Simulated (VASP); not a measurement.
A run of VASP 6.6.1 is set up as follows.

The input INCAR:

```
PREC = Accurate
ENCUT = 520
EDIFF = 1E-6
ISMEAR = -1
SIGMA = 0.05
LREAL = F
LASPH = T
NELM = 60
ALGO = Fast
ISIF = 2
LWAVE = F
LCHARG = T
LDIPOL = T
IDIPOL = 3
DIPOL = 0.5 0.5 0.500
GGA = 91
LELF = T
LVHAR = T
LVACPOTAV = T
```

File KPOINTS:

```
regular mesh
0
Gamma
  6 6 1
```

Contents of POSCAR:

```
Si
1.0
    3.8402545022      0.0000000000      0.0000000000
   -1.9201272511      3.3257579559      0.0000000000
    0.0000000000      0.0000000000     25.1905526806
Si
8
Direct
    0.3333333333      0.6666666667      0.2977306649
    0.0000000000      0.0000000000      0.3288490242
    0.0000000000      0.0000000000      0.4222041019
    0.6666666667      0.3333333333      0.4533224611
    0.6666666667      0.3333333333      0.5466775389
    0.3333333333      0.6666666667      0.5777958981
    0.3333333333      0.6666666667      0.6711509758
    0.0000000000      0.0000000000      0.7022693351
```

Potentials or basis: VASP PAW PBE potentials, release 64 (Si).

The run is started by

```console
$ cat potpaw_PBE.64/Si/POTCAR > POTCAR
$ mpirun -np 1 vasp_std > vasp.out
```

Estimate the work function of the upper face.

4.86 eV.

Predict the work function of the lower face.

4.86 eV.

Estimate the largest force.

0.799 eV/Å.

Predict the band gap on the k mesh.

none (metal or under the smearing width).

Forces in eV/Å, atoms in the order of the input:
```
Si   0.000  0.000  0.499
Si   0.000  0.000 -0.799
Si   0.000  0.000  0.243
Si   0.000  0.000 -0.165
Si   0.000  0.000  0.165
Si   0.000  0.000 -0.243
Si   0.000  0.000  0.799
Si   0.000  0.000 -0.499
```

Caveat: the PAW data sets were made with another functional, which shifts forces and pressure a little.
